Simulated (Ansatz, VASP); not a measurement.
## Two plane-wave programs on Ta

```xyz
4
Lattice="2.9560 0.0000 0.0000 -1.4780 2.5600 0.0000 0.0000 0.0000 9.9101" Properties=species:S:1:pos:R:3 pbc="T T T"
Ta    0.0000    0.0000    0.0000
Ta    0.0000    0.0000    4.9551
Ta    0.0000    1.7067    7.4326
Ta    1.4780    0.8533    2.4775
```

Alike in both runs: functional PBE; k mesh 6 × 6 × 2; occupations gaussian, width 0.1 eV; no spin polarisation.

Ansatz relaxed the structure, and its values are those at the end. VASP's run is a single point on that final structure, the one shown.

|  | VASP | Ansatz |
| --- | --- | --- |
| version | VASP 6.6.1 | Ansatz 0.2.0 |
| potentials or method | VASP PAW PBE potentials, release 64 (Ta_pv) | scalar-relativistic, plane waves, PAW |
| plane-wave cutoff (eV) | 520 | 420 |
| valence electrons in the cell | 44 | 52 |

|  | VASP | Ansatz | Ansatz less VASP |
| --- | --- | --- | --- |
| gap on the k mesh at the Fermi level (eV) | none | none | - |
| pressure (GPa) | 0.0 | 0.0 | -0.04 |

A gap of «none» marks a metal or a gap that the smearing closes. The two sets of potentials don't hold the same shells in valence.

Caveats: the k mesh is coarse (spacing up to 0.41 Å⁻¹), so the values aren't converged. Spin-orbit coupling is left out, which matters for the levels of Ta.
